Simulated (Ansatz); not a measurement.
Density of states of Hg (P6_3/mmc, a = 3.337 Å, b = 3.337 Å, c = 10.588 Å, α = 90.00°, β = 90.00°, γ = 120.00°), in states per eV and primitive cell, averaged over bins of 0.4 eV. Method: DFT PBE+D3(BJ), scalar-relativistic, plane waves, PAW in Ansatz 0.2.0.

Plane waves to 420 eV, a k mesh through Γ of 15×15×4 on the computed 4-atom cell and Gaussian smearing (0.10 eV); no spin polarisation.

The cell is relaxed at this level. The states (both spins) are summed by tetrahedra on a 23×23×6 mesh at the self-consistent density. Energies are bin centres; the table starts no lower than −8 eV and ends at 6 eV, or lower where the solved bands end.

It is a metal at this level.

```
E − E_F (eV) total Hg 5d Hg 6s
       -7.85   0.32   0.00   0.31
       -7.45   0.93   0.29   0.64
       -7.05  18.43  16.32   2.07
       -6.65  21.19  20.42   0.70
       -6.25  22.79  22.07   0.64
       -5.85  22.41  21.90   0.43
       -5.45  16.60  16.21   0.37
       -5.05   0.99   0.47   0.50
       -4.65   0.97   0.34   0.61
       -4.25   1.01   0.27   0.70
       -3.85   1.06   0.23   0.77
       -3.45   1.12   0.20   0.84
       -3.05   1.19   0.18   0.90
       -2.65   1.29   0.17   0.99
       -2.25   1.44   0.16   1.11
       -1.85   1.48   0.14   1.16
       -1.45   1.49   0.12   1.17
       -1.05   1.58   0.10   1.26
       -0.65   1.90   0.09   1.52
       -0.25   1.64   0.06   1.33
        0.15   0.68   0.01   0.33
        0.55   0.66   0.01   0.10
        0.95   1.03   0.02   0.14
        1.35   1.56   0.02   0.17
        1.75   1.54   0.02   0.15
        2.15   1.78   0.02   0.16
        2.55   2.13   0.02   0.17
        2.95   1.65   0.01   0.12
        3.35   1.41   0.01   0.10
        3.75   1.56   0.01   0.08
        4.15   1.80   0.01   0.06
        4.55   1.74   0.01   0.05
        4.95   1.92   0.01   0.04
        5.35   1.84   0.01   0.03
        5.75   1.90   0.01   0.03
```

The columns after the total are the Löwdin projections on the occupied valence shells of the potentials. The rest of the total lies in shells that are empty in the free atom, which aren't projected, and between the atoms.

Spin-orbit coupling is left out, which matters for the bands of heavy elements.

This form isn't the element's structure at ambient conditions.

Cost: 1 run of about 0.91 core-minutes, on Intel Xeon 6975P-C (Granite Rapids) (shared hosts).